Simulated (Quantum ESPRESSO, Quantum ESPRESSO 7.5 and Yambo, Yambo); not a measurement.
# A GW chain in Yambo: PbSe (Clausthalite)

How does a plane-wave GW calculation on PbSe (Clausthalite) run from the first input to the gap?

Program: Quantum ESPRESSO 7.5 and Yambo 5.3.0. Level of theory: PBE and many-body steps on it, plane waves. Results are calculated unless marked as measured.

This is a report of a sequence of runs, with most program output left out.

### Step 1. The starting structure

It takes space group Fm-3m (No. 225, cubic). Conventional cell: a = 6.121 Å, b = 6.121 Å, c = 6.121 Å, α = 90.00°, β = 90.00°, γ = 90.00°. Pb has 6 Se at 3.06 Å nearest. Nearest to Se lie 6 Pb at 3.06 Å. Farther neighbours and most contacts between anions are not listed.

The cell and positions come from the Crystallography Open Database and are kept as given unless a step says otherwise. Spin-orbit coupling is left out unless a step names it.

### Step 2. Ground state

This step: Quantum ESPRESSO 7.5; DFT, PBE, plane waves, norm-conserving pseudopotentials.

The ground-state density comes first.

Contents of pw.in:

```
&control
  calculation = 'scf'
  prefix = 'x'
  outdir = 'o'
  pseudo_dir = 'pseudo'
/
&system
  ibrav = 0
  nat = 2
  ntyp = 2
  ecutwfc = 78.0
  nbnd = 20
  force_symmorphic = .true.
/
&electrons
  conv_thr = 1e-10
  electron_maxstep = 80
  mixing_beta = 0.5
/
ATOMIC_SPECIES
  Pb 207.2 Pb.upf
  Se 78.971 Se.upf
CELL_PARAMETERS angstrom
  -0.0000000000 3.0606500000 3.0606500000
  3.0606500000 -0.0000000000 3.0606500000
  3.0606500000 3.0606500000 -0.0000000000
ATOMIC_POSITIONS crystal
  Pb 0.0000000000 0.0000000000 0.0000000000
  Se 0.5000000000 0.5000000000 0.5000000000
K_POINTS automatic
  6 6 6 0 0 0
```

Started as:

```
> OMP_NUM_THREADS=1 mpirun -n 4 pw.x -nk 4 -in pw.in > pw.out
```

Elapsed: 7.6 s, on 4 MPI ranks of Arm Neoverse V1, shared host; peak memory 0.28 GiB.

Numbers from this step:

```
total energy               : -5215.3245 eV
gap                        : 0.2973 eV
k of the valence top       : 0, 0, -0.5
k of the conduction bottom : 0, 0, -0.5
least direct gap           : 0.2973 eV
```

The gap is direct, at (0.000, 0.000, -0.500).

### Step 3. Bands along the symmetry lines

Levels along a band path, at the cheap level, show where the edges lie and whether the meshes to come will hold them.

Contents of pw.in:

```
&control
  calculation = 'bands'
  prefix = 'x'
  outdir = 'o'
  pseudo_dir = 'pseudo'
/
&system
  ibrav = 0
  nat = 2
  ntyp = 2
  ecutwfc = 78.0
  nbnd = 21
  force_symmorphic = .true.
/
&electrons
  conv_thr = 1e-9
  electron_maxstep = 80
  diago_full_acc = .true.
  diago_thr_init = 5e-6
/
ATOMIC_SPECIES
  Pb 207.2 Pb.upf
  Se 78.971 Se.upf
CELL_PARAMETERS angstrom
  -0.0000000000 3.0606500000 3.0606500000
  3.0606500000 -0.0000000000 3.0606500000
  3.0606500000 3.0606500000 -0.0000000000
ATOMIC_POSITIONS crystal
  Pb 0.0000000000 0.0000000000 0.0000000000
  Se 0.5000000000 0.5000000000 0.5000000000
K_POINTS crystal
  50
  0.00000000 0.00000000 0.00000000 1
  0.06250000 0.00000000 0.06250000 1
  0.12500000 0.00000000 0.12500000 1
  0.18750000 0.00000000 0.18750000 1
  0.25000000 0.00000000 0.25000000 1
  0.31250000 0.00000000 0.31250000 1
  0.37500000 0.00000000 0.37500000 1
  0.43750000 0.00000000 0.43750000 1
  0.50000000 0.00000000 0.50000000 1
  0.51562500 0.03125000 0.51562500 1
  0.53125000 0.06250000 0.53125000 1
  0.54687500 0.09375000 0.54687500 1
  0.56250000 0.12500000 0.56250000 1
  0.57812500 0.15625000 0.57812500 1
  0.59375000 0.18750000 0.59375000 1
  0.60937500 0.21875000 0.60937500 1
  0.62500000 0.25000000 0.62500000 1
  0.37500000 0.37500000 0.75000000 1
  0.32812500 0.32812500 0.65625000 1
  0.28125000 0.28125000 0.56250000 1
  0.23437500 0.23437500 0.46875000 1
  0.18750000 0.18750000 0.37500000 1
  0.14062500 0.14062500 0.28125000 1
  0.09375000 0.09375000 0.18750000 1
  0.04687500 0.04687500 0.09375000 1
  0.00000000 0.00000000 0.00000000 1
  0.06250000 0.06250000 0.06250000 1
  0.12500000 0.12500000 0.12500000 1
  0.18750000 0.18750000 0.18750000 1
  0.25000000 0.25000000 0.25000000 1
  0.31250000 0.31250000 0.31250000 1
  0.37500000 0.37500000 0.37500000 1
  0.43750000 0.43750000 0.43750000 1
  0.50000000 0.50000000 0.50000000 1
  0.50000000 0.46875000 0.53125000 1
  0.50000000 0.43750000 0.56250000 1
  0.50000000 0.40625000 0.59375000 1
  0.50000000 0.37500000 0.62500000 1
  0.50000000 0.34375000 0.65625000 1
  0.50000000 0.31250000 0.68750000 1
  0.50000000 0.28125000 0.71875000 1
  0.50000000 0.25000000 0.75000000 1
  0.50000000 0.21875000 0.71875000 1
  0.50000000 0.18750000 0.68750000 1
  0.50000000 0.15625000 0.65625000 1
  0.50000000 0.12500000 0.62500000 1
  0.50000000 0.09375000 0.59375000 1
  0.50000000 0.06250000 0.56250000 1
  0.50000000 0.03125000 0.53125000 1
  0.50000000 0.00000000 0.50000000 1
```

It took 6.4 s on 4 MPI ranks; peak memory 0.24 GiB.

This step gave:

| Quantity | Value |
| --- | --- |
| gap | 0.2974 eV |
| k of the valence top | 0.5, 0.5, 0.5 |
| k of the conduction bottom | 0.5, 0.5, 0.5 |
| least direct gap | 0.2974 eV |

The gap is 0.297 eV, as in the run before at this level.

Electronic bands along the path, in eV, zero at the top of the highest filled band:

```
    point  band 12  band 13  band 14  band 15  band 16  band 17  band 18  band 19
        Γ    -6.31    -1.87    -1.87    -1.87     4.72     4.72     4.72     6.53
  halfway    -7.37    -2.60    -2.60    -1.63     2.40     4.57     4.77     4.77
        X    -7.38    -4.98    -3.23    -3.23     3.71     5.61     5.61     6.05
  halfway    -7.60    -4.88    -3.10    -2.99     3.87     5.10     5.33     5.88
        U    -8.04    -4.57    -2.72    -2.39     3.40     4.01     5.45     5.84
jump to K    -8.04    -4.57    -2.72    -2.39     3.40     4.01     5.45     5.84
  halfway    -7.80    -2.89    -1.37    -0.43     1.26     2.17     4.22     7.17
        Γ    -6.31    -1.87    -1.87    -1.87     4.72     4.72     4.72     6.53
  halfway    -7.57    -1.71    -1.71    -1.04     2.17     2.92     2.92     6.56
        L    -8.80    -1.47    -1.47     0.00     0.30     1.70     1.70     8.56
  halfway    -8.47    -3.25    -2.87    -0.82     1.40     3.43     4.11     7.65
        W    -8.02    -4.23    -4.23    -0.79     1.89     4.97     4.97     7.74
  halfway    -7.73    -4.78    -3.56    -2.23     3.83     4.13     5.73     6.14
        X    -7.38    -4.98    -3.23    -3.23     3.71     5.61     5.61     6.05
```

### Step 4. Empty states on the mesh, 4×4×4 mesh, 383 bands

The sums over transitions need many empty states on a uniform mesh; this step solves for them.

Contents of pw.in:

```
&control
  calculation = 'nscf'
  prefix = 'x'
  outdir = 'o'
  pseudo_dir = 'pseudo'
/
&system
  ibrav = 0
  nat = 2
  ntyp = 2
  ecutwfc = 78.0
  nbnd = 383
  force_symmorphic = .true.
/
&electrons
  conv_thr = 1e-9
  electron_maxstep = 80
  diago_full_acc = .true.
  diago_thr_init = 5e-6
/
ATOMIC_SPECIES
  Pb 207.2 Pb.upf
  Se 78.971 Se.upf
CELL_PARAMETERS angstrom
  -0.0000000000 3.0606500000 3.0606500000
  3.0606500000 -0.0000000000 3.0606500000
  3.0606500000 3.0606500000 -0.0000000000
ATOMIC_POSITIONS crystal
  Pb 0.0000000000 0.0000000000 0.0000000000
  Se 0.5000000000 0.5000000000 0.5000000000
K_POINTS automatic
  4 4 4 0 0 0
```

Run time: 50 s. Hardware: 4 MPI ranks; peak memory 0.84 GiB.

Numbers from this step:

```
gap                                                           : 0.2974 eV
k of the valence top                                          : 0, 0, -0.5
k of the conduction bottom                                    : 0, 0, -0.5
least direct gap                                              : 0.2974 eV
k points computed                                             : 8
lowest point of the top converged band, above the valence top : 188.8940 eV
```

On this mesh the gap is 0.297 eV.

### Step 5. Conversion and set-up

This step: Yambo 5.3.0; conversion and set-up on PBE, plane waves, norm-conserving pseudopotentials.

The states are converted to the many-body program's format and the q mesh is built.

Started as:

```
> (cd o/x.save; p2y > p2y.log; mv SAVE ../..); yambo > setup.log
```

It took 2.9 s on 1 MPI rank; peak memory 0.25 GiB.

### Step 6. Screening and self-energy, 4×4×4 mesh, 383 bands, screening to 217.7 eV

Now the one-shot GW correction: screening in the RPA, then the self-energy of the levels asked for.

This step: G0W0 on PBE, plane waves, norm-conserving pseudopotentials.

Contents of gw3.in:

```
HF_and_locXC
gw0
dyson
ppa
em1d
rim_cut
RandQpts= 1000000
RandGvec= 1 RL
EXXRLvcs= 78 Ry
VXCRLvcs= 312 Ry
Chimod= "HARTREE"
% BndsRnXp
 1 | 383 |
%
NGsBlkXp= 16 Ry
% LongDrXp
 1 | 1 | 1 |
%
% GbndRnge
 1 | 383 |
%
DysSolver= "n"
ExtendOut
PPAPntXp= 27.21138 eV
% QPkrange
 3 | 3 | 14 | 17 |
 1 | 1 | 14 | 17 |
%
```

Started as:

```
> OMP_NUM_THREADS=1 mpirun -n 4 yambo -F gw3.in -J gw3 -C gw3 > gw3.log
```

It took 12 min on 4 MPI ranks; peak memory 2.6 GiB; 47 min of CPU time.

This step gave:

* G0W0 gap on the points computed: 0.7991 eV
* starting gap on the mesh: 0.2974 eV
* k of the valence top: 0, 0, -0.5
* k of the conduction bottom: 0, 0, -0.5
* least direct G0W0 gap on the computed points: 0.7991 eV
* Z at the valence top: 0.7935
* Z at the conduction bottom: 0.8084

The gap on the mesh goes from 0.30 eV to 0.80 eV, a correction of +0.50 eV.

Limits: finite bands, cutoff and mesh; model gap, bands may invert with spin-orbit coupling; exchange with frozen shells missing; no spin-orbit coupling; coarse k mesh. v1 is the top filled band, c1 the lowest empty one. The levels before and after the correction (eV, zero at the valence-band top of each column):

```
           conduction bottom  valence top
Kohn-Sham               0.30         0.00
     G0W0               0.80         0.00
```

```
                   level  energy (eV)
Kohn-Sham  (0 0 -0.5) v2       -1.467
Kohn-Sham  (0 0 -0.5) v1        0.000
Kohn-Sham  (0 0 -0.5) c1        0.297
Kohn-Sham  (0 0 -0.5) c2        1.701
     G0W0  (0 0 -0.5) v2       -1.528
     G0W0  (0 0 -0.5) v1        0.000
     G0W0  (0 0 -0.5) c1        0.799
     G0W0  (0 0 -0.5) c2        2.260
```

### Step 7. Where the time went

Times are wall times on the hardware named with each run, good to a factor of about two.

```
                          step    time  share  memory (GiB)
                  ground state   7.6 s    1 %          0.28
bands along the symmetry lines   6.4 s    1 %          0.24
      empty states on the mesh    50 s    6 %          0.84
         conversion and set-up   2.9 s    0 %          0.25
     screening and self-energy  12 min   91 %           2.6
```

### Step 8. What came out

| Item | Value |
| --- | --- |
| PBE gap | 0.30 eV, direct |
| G0W0 gap on the mesh | 0.80 eV |
| GW settings | 4×4×4 mesh, 383 bands, screening to 217.7 eV, Godby-Needs plasmon pole |
| known limits | not at the basis limit; model gap, bands may invert with spin-orbit coupling; exchange with frozen shells missing; no spin-orbit coupling; coarse k mesh |

In words: G0W0 moves the gap on the mesh from 0.30 eV to 0.80 eV (+0.50 eV), with Z of 0.79 and 0.81 at the edges. Only 2 of the mesh's irreducible points were corrected, so a valley elsewhere could overtake. The dearest step here is «screening and self-energy». Bands and cutoff are finite, so the gap is not at the basis limit. The miss can reach some tenths of an eV and take either sign; the mesh is an error of its own. In the G0W0 run levels were corrected at 2 k points alone, so a gap called «on the mesh» is the least over those, and an edge elsewhere would be missed. The 4×4×4 mesh is coarse for this cell, which bears on the long-range parts of exchange and screening. Where an edge is built on 6p states of lead, bismuth or thallium, scalar-relativistic gaps usually stand too wide, by a few tenths to over one eV. With atoms this heavy and so narrow a gap, spin-orbit coupling can invert the bands. These scalar-relativistic gaps are then model values, not to be set against experiment, and a spin-orbit change taken from DFT can't simply be added. The norm-conserving file of at least one element keeps a d shell over frozen s and p shells of the same row. Exchange with those shells is missing from the self-energy, an error of 0.3 to 0.9 eV in cases checked, whose sign depends on which edge lies on those atoms.

[Paths, hosts, dates, memory and timing lines, banners, echoed tables and standing remarks are left out of the program output.]

[Logs are printed without paths, hosts, clocks, repeated set-up lines and the standing remarks that a program may print on its own settings, such as how far it seeks lower states.]

[Runs of the session that timed out or met a known fault of the program may be left out.]

[Hosts, paths, dates, database ids (printed as entryN), source tags and the programs' standing remarks are cut or masked in the printed files.]
